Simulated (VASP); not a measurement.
# MoS2 (P6_3/mmc) in VASP: settings compared, part 2 of 2

VASP 6.6.1. The steps go on from the part before.

## 3. Relaxation of cell and atoms, r2SCAN

This run uses another cell than the first one, of 17.86 Å³/atom, 1.147 times its volume.

The input, INCAR:

```
SYSTEM = MoS2
PREC = Accurate
ENCUT = 600
EDIFF = 1E-6
ISMEAR = 0
SIGMA = 0.03
LREAL = .FALSE.
LASPH = .TRUE.
NELM = 80
ALGO = Normal
ISIF = 3
LWAVE = .FALSE.
LCHARG = .FALSE.
METAGGA = R2SCAN
LMIXTAU = .TRUE.
IBRION = 2
NSW = 90
EDIFFG = -0.01
KPAR = 2
```

The input, KPOINTS:

```
Automatic mesh
0
G
  12 12 3
  0 0 0
```

The input, POSCAR:

```
MoS2
1.0
    3.1690000000      0.0000000000      0.0000000000
   -1.5845000000      2.7444345046      0.0000000000
    0.0000000000      0.0000000000     12.3240000000
Mo S
2 4
Direct
    0.3333333333      0.6666666667      0.2500000000
    0.6666666667      0.3333333333      0.7500000000
    0.3333333333      0.6666666667      0.6230000000
    0.6666666667      0.3333333333      0.1230000000
    0.3333333333      0.6666666667      0.8770000000
    0.6666666667      0.3333333333      0.3770000000
```

Potentials or basis: VASP PAW PBE potentials, release 64 (Mo_sv, S).

The run is started by

```console
$ cat potpaw_PBE.64/Mo_sv/POTCAR potpaw_PBE.64/S/POTCAR > POTCAR
$ mpirun -np 2 vasp_std > vasp.out
```

OUTCAR:

```text
SYSTEM = MoS2
   PREC = Accurate
   ENCUT = 600
   EDIFF = 1E-6
   ISMEAR = 0
   LREAL = .FALSE.
   LASPH = .TRUE.
   NELM = 80
   ISIF = 3
   METAGGA = R2SCAN
   IBRION = 2
   NSW = 90
   EDIFFG = -0.01

 ion  position               nearest neighbor table
   1  0.333  0.667  0.250-   4 2.41   6 2.41   4 2.41   6 2.41   4 2.41   6 2.41
   2  0.667  0.333  0.750-   3 2.41   5 2.41   3 2.41   5 2.41   3 2.41   5 2.41
   3  0.333  0.667  0.623-   2 2.41   2 2.41   2 2.41
   4  0.667  0.333  0.123-   1 2.41   1 2.41   1 2.41
   5  0.333  0.667  0.877-   2 2.41   2 2.41   2 2.41
   6  0.667  0.333  0.377-   1 2.41   1 2.41   1 2.41

  LATTYP: Found a hexagonal cell.
 ALAT       =     3.1690000000
 C/A-ratio  =     3.8889239508

  Lattice vectors:

 A1 = (   3.1690000000,   0.0000000000,   0.0000000000)
 A2 = (  -1.5845000000,   2.7444345046,   0.0000000000)
 A3 = (   0.0000000000,   0.0000000000,  12.3240000000)

Analysis of symmetry for initial positions (statically):
=====================================================================
 Subroutine PRICEL returns:
 Original cell was already a primitive cell.

 Routine SETGRP: Setting up the symmetry group for a
 hexagonal supercell.

 Subroutine GETGRP returns: Found 24 space group operations
 (whereof 12 operations were pure point group operations)
 out of a pool of 24 trial point group operations.

The static configuration has the point symmetry D_3d.
 The point group associated with its full space group is D_6h.

Analysis of symmetry for dynamics (positions and initial velocities):
=====================================================================
 Subroutine PRICEL returns:
 Original cell was already a primitive cell.

 Routine SETGRP: Setting up the symmetry group for a
 hexagonal supercell.

 Subroutine GETGRP returns: Found 24 space group operations
 (whereof 12 operations were pure point group operations)
 out of a pool of 24 trial point group operations.

The dynamic configuration has the point symmetry D_3d.
 The point group associated with its full space group is D_6h.

 Subroutine INISYM returns: Found 24 space group operations
 (whereof 12 operations are pure point group operations),
 and found     1 'primitive' translations

----------------------------------------------------------------------------------------

                                     Primitive cell

  volume of cell :     107.1832

  direct lattice vectors                    reciprocal lattice vectors
     3.169000000  0.000000000  0.000000000     0.315556958  0.182186895  0.000000000
    -1.584500000  2.744434505  0.000000000     0.000000000  0.364373789  0.000000000
     0.000000000  0.000000000 12.324000000     0.000000000  0.000000000  0.081142486

  length of vectors
     3.169000000  3.169000000 12.324000000     0.364373789  0.364373789  0.081142486

  position of ions in fractional coordinates (direct lattice)
     0.333333333  0.666666667  0.250000000
     0.666666667  0.333333333  0.750000000
[... 76 lines left out ...]
   PREC   = accura    normal or accurate (medium, high low for compatibility)
   ISTART =      0    job   : 0-new  1-cont  2-samecut
   ICHARG =      2    charge: 1-file 2-atom 10-const
   ISPIN  =      1    spin polarized calculation?
   LNONCOLLINEAR =      F non collinear calculations
   LSORBIT =      F    spin-orbit coupling
   LASPH  =      T    aspherical Exc in radial PAW
   ENCUT  =  600.0 eV  44.10 Ry    6.64 a.u.   6.33  6.33 24.61*2*pi/ulx,y,z
   NELM   =     80;   NELMIN=  2; NELMDL= -5     # of ELM steps
   EDIFF  = 0.1E-05   stopping-criterion for ELM
   LREAL  =      F    real-space projection
   EDIFFG = -.1E-01   stopping-criterion for IOM
   NSW    =     90    number of steps for IOM
   IBRION =      2    ionic relax: 0-MD 1-quasi-New 2-CG
   NFREE  =      1    steps in history (QN), initial steepest desc. (CG)
   ISIF   =      3    stress and relaxation
   ISYM   =      2    0-nonsym 1-usesym 2-fastsym
   POTIM  = 0.5000    time-step for ionic-motion
   TEBEG  =    0.0;   TEEND  =   0.0 temperature during run
   PSTRESS=    0.0 pullay stress
   NELECT =      52.0000    total number of electrons
   NUPDOWN=      -1.0000    fix difference up-down
   EMIN   =  10.00;   EMAX   =-10.00  energy-range for DOS
   EFERMI =   0.00;   METHOD = LEGACY
   ISMEAR =     0;   SIGMA  =   0.03  broadening in eV -4-tet -1-fermi 0-gaus
   EFERMI_NEDOS =   21; number of points for ismear=-14 and -15
   IALGO  =     38    algorithm
   IMIX   =      4    mixing-type and parameters
     AMIX     =   0.40;   BMIX     =  1.00
     AMIX_MAG =   1.60;   BMIX_MAG =  1.00
  volume/ion in A,a.u.               =      17.86       120.55
  Fermi-wavevector in a.u.,A,eV,Ry     =   1.286373  2.430893 22.514325  1.654756
  Thomas-Fermi vector in A             =   2.418452
   LORBIT       =      0    0 simple, 1 ext, 2 COOP (PROOUT), +10 PAW based schemes
   METAGGA = R2SCAN    functional components
   LHFCALC =     F    Hartree Fock is set to
   AEXX    =    0.0000 exact exchange contribution
   IVDW    =     0    specifies the selected vdW correction
   LEPSILON=     F    determine dielectric tensor
   LRPA    =     F    only Hartree local field effects (RPA)
 conjugate gradient relaxation of ions
 non-spin polarized calculation
 Gauss-broadening in eV      SIGMA  =   0.03
  energy-cutoff  :      600.00
  volume of cell :      107.18
 maximum number of plane-waves:      3603
 NGX is ok and might be reduce to    28
   NGX = 13   NGY = 13   NGZ = 49

--------------------------------------- Ionic step        1  -------------------------------------------

 number of electron      52.0000000 magnetization

 Free energy of the ion-electron system (eV)
  ---------------------------------------------------
  ext. energy  EPLUGINS =         0.00000000
  ---------------------------------------------------
  free energy    TOTEN  =       -90.04024292 eV

  energy without entropy =      -90.04024292  energy(sigma->0) =      -90.04024292

------------------------ aborting loop because EDIFF is reached ----------------------------------------

  FORCE on cell =-STRESS in cart. coord.  units (eV):
  Direction    XX          YY          ZZ          XY          YZ          ZX
  --------------------------------------------------------------------------------------
  -------------------------------------------------------------------------------------
  Total        0.8318549      0.8318549     -0.0283560      0.0000000      0.0000000      0.0000000
  in kB       12.4345874     12.4345874     -0.4238658      0.0000000      0.0000000      0.0000000
  external PRESSURE =       8.1484363 kB  Pullay stress =       0.0000000 kB
[... 101 lines left out ...]
  FREE ENERGIE OF THE ION-ELECTRON SYSTEM (eV)
  ---------------------------------------------------
  free  energy   TOTEN  =       -90.0526197470 eV

  energy  without entropy=      -90.0526197470  energy(sigma->0) =      -90.05261975

[... ionic steps 4 to 11 ...]

--------------------------------------- Ionic step       12  -------------------------------------------

 number of electron      51.9999998 magnetization

------------------------ aborting loop because EDIFF is reached ----------------------------------------
[... 75 lines left out ...]
--------------------------------------- Ionic step       14  -------------------------------------------

 number of electron      51.9999999 magnetization

 Free energy of the ion-electron system (eV)
  ---------------------------------------------------
  ext. energy  EPLUGINS =         0.00000000
  ---------------------------------------------------
  free energy    TOTEN  =       -90.08145237 eV

  energy without entropy =      -90.08145237  energy(sigma->0) =      -90.08145237

 E-fermi :   6.7151     XC(G=0): -11.0509

 val. band max:        6.4924830561   @ k =   0.0000   0.0000   0.0000
 cond. band min:       7.6606122668   @ k =   0.3333   0.3333   0.0000
 fundamental gap:      1.1681292106
 Fermi energy:         6.7151015584

 k-point     1 :       0.0000    0.0000    0.0000
  band No.  band energies     occupation
      1     -56.8871      2.00000
      2     -56.8871      2.00000
      3     -30.2986      2.00000
      4     -30.2986      2.00000
      5     -30.0917      2.00000
      6     -30.0917      2.00000
[... 805 lines left out ...]
     30       8.5704      0.00000
     31       9.5395      0.00000

 [... further k-points ...]

------------------------ aborting loop because EDIFF is reached ----------------------------------------

  FORCE on cell =-STRESS in cart. coord.  units (eV):
  Direction    XX          YY          ZZ          XY          YZ          ZX
  --------------------------------------------------------------------------------------
  -------------------------------------------------------------------------------------
  Total        0.0017336      0.0017336      0.0013963      0.0000000      0.0000000      0.0000000
  in kB        0.0243819      0.0243819      0.0196381      0.0000000      0.0000000      0.0000000
  external PRESSURE =       0.0228006 kB  Pullay stress =       0.0000000 kB
[... 21 lines left out ...]
  FREE ENERGIE OF THE ION-ELECTRON SYSTEM (eV)
  ---------------------------------------------------
  free  energy   TOTEN  =       -90.0814523676 eV

  energy  without entropy=      -90.0814523676  energy(sigma->0) =      -90.08145237

 reached required accuracy - stopping structural energy minimisation
```

Run time: 32 min. Hardware: 2 MPI ranks of Intel Xeon 6975P-C (Granite Rapids), shared host; peak memory 0.37 GiB.

What came out:

- Free energy: -90.0815 eV
- Relaxed volume: 18.99 Å³/atom
- Relaxed cell: a = 3.185 Å, b = 3.185 Å, c = 12.964 Å, α = 90.00°, β = 90.00°, γ = 120.00°
- Space group after relaxing (to 0.05 Å): P6_3/mmc (No. 194)
- Energy gained by relaxing: 6.9 meV/atom
- Ionic steps: 14
- Pressure after relaxing: 0.0 GPa
- Band gap on the k mesh: 1.17 eV, indirect (least direct gap 1.73 eV)

Step by step:
```tsv
step	energy change (eV)	largest force (eV/Å)	pressure (GPa)	volume (Å³)
1	0.0000	0.2397	0.81	107.18
2	-0.0122	0.1292	-0.01	108.60
3	-0.0124	0.1164	-0.11	108.76
4	-0.0192	0.0335	0.34	109.08
5	-0.0261	0.1516	1.35	109.77
6	-0.0286	0.1271	1.16	110.05
7	-0.0344	0.0544	0.63	110.90
8	-0.0391	0.0874	-0.35	112.58
9	-0.0391	0.0923	-0.38	112.64
10	-0.0398	0.0774	-0.28	112.81
11	-0.0409	0.0316	0.03	113.33
12	-0.0409	0.0156	0.14	113.51
13	-0.0411	0.0089	0.08	113.68
14	-0.0412	0.0002	0.00	113.92
```

Final structure:
```xyz
6
Lattice="3.1853 0.0000 0.0000 -1.5927 2.7586 0.0000 0.0000 0.0000 12.9643" Properties=species:S:1:pos:R:3 pbc="T T T"
Mo    0.0000    1.8390    3.2411
Mo    1.5927    0.9195    9.7232
S     0.0000    1.8390    8.1707
S     1.5927    0.9195    1.6886
S     0.0000    1.8390   11.2757
S     1.5927    0.9195    4.7935
```

Levels at points of the mesh, in eV from the valence-band top:
| k point | band 23 | band 24 | band 25 | band 26 | band 27 | band 28 | band 29 | band 30 |
| --- | --- | --- | --- | --- | --- | --- | --- | --- |
| (0.00, 0.00, 0.00) | -2.22 | -1.53 | -0.89 | 0.00 | 2.35 | 2.35 | 2.37 | 2.37 |
| (0.50, 0.00, 0.00) | -1.74 | -1.65 | -1.26 | -1.20 | 1.79 | 1.81 | 2.24 | 2.41 |

Caveat: the PAW data sets were made with another functional, which shifts forces and pressure a little; an odd mesh through Γ misses points on the zone boundary, where band edges often lie. Zero-point motion and thermal expansion aren't in these numbers.
